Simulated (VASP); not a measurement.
Set up this calculation in VASP 6.6.1, as the native input.

| Quantity | Value |
| --- | --- |
| Task | band structure |
| Functional | PBE |
| Potentials or basis | VASP PAW PBE potentials, release 64 (Ga_d, N) |
| Cutoff | 520 eV |
| k mesh | 12 × 12 × 5 |
| Occupations | gaussian, width 0.03 eV |
| Spin | no spin polarisation |
| Further INCAR settings | ALGO = Normal; EDIFF = 1e-06 |

The structure of GaN lies in POSCAR:

```
GaN                                     
1.0
    3.1802324013      0.0000000000      0.0000000000
   -1.5901162006      2.7541620494      0.0000000000
   -0.0000000000      0.0000000000      5.1832207758
  Ga              N             
     2     2
Direct
     0.3333333332999970    0.6666666667000030    0.9992402581362281
     0.6666666667000030    0.3333333332999970    0.4992402581362280
     0.3333333332999970    0.6666666667000030    0.3757597418637720
     0.6666666667000030    0.3333333332999970    0.8757597418637719
```

The input as run:

INCAR

```
SYSTEM = GaN
PREC = Accurate ; ENCUT = 520
EDIFF = 1E-6 ; ISMEAR = 0
SIGMA = 0.03 ; LREAL = .FALSE.
LASPH = .TRUE. ; NELM = 80
ALGO = Normal ; ISIF = 2
LWAVE = .FALSE. ; LCHARG = .FALSE.
GGA = PE ; KPAR = 2
```

KPOINTS

```
regular mesh
0
G
  12 12 5
  0 0 0
```

KPOINTS_OPT

```
explicit points
258
Reciprocal
 0.0000000000  0.0000000000  0.0000000000 1
 0.0263157895  0.0000000000  0.0000000000 1
 0.0526315789  0.0000000000  0.0000000000 1
 0.0789473684  0.0000000000  0.0000000000 1
 0.1052631579  0.0000000000  0.0000000000 1
 0.1315789474  0.0000000000  0.0000000000 1
[... 250 lines left out ...]
 0.5000000000  0.0000000000  0.0287768100 1
 0.5000000000  0.0000000000 -0.0287768100 1
```

Potentials or basis: VASP PAW PBE potentials, release 64 (Ga_d, N).

The run is started by

```sh
$ cat potpaw_PBE.64/Ga_d/POTCAR potpaw_PBE.64/N/POTCAR > POTCAR
$ mpirun -np 2 vasp_std > vasp.out
```

Results of the run:

| Quantity | Value |
| --- | --- |
| Pressure | 6.6 GPa |
| Band gap on the k mesh | 1.95 eV, direct |
| Band gap along the path | 1.95 eV, direct |

Run time: 55 s on 2 MPI ranks on Intel(R) Xeon(R) Platinum 8488C (Sapphire Rapids), with other jobs on the host, peak memory 0.21 GiB a rank.
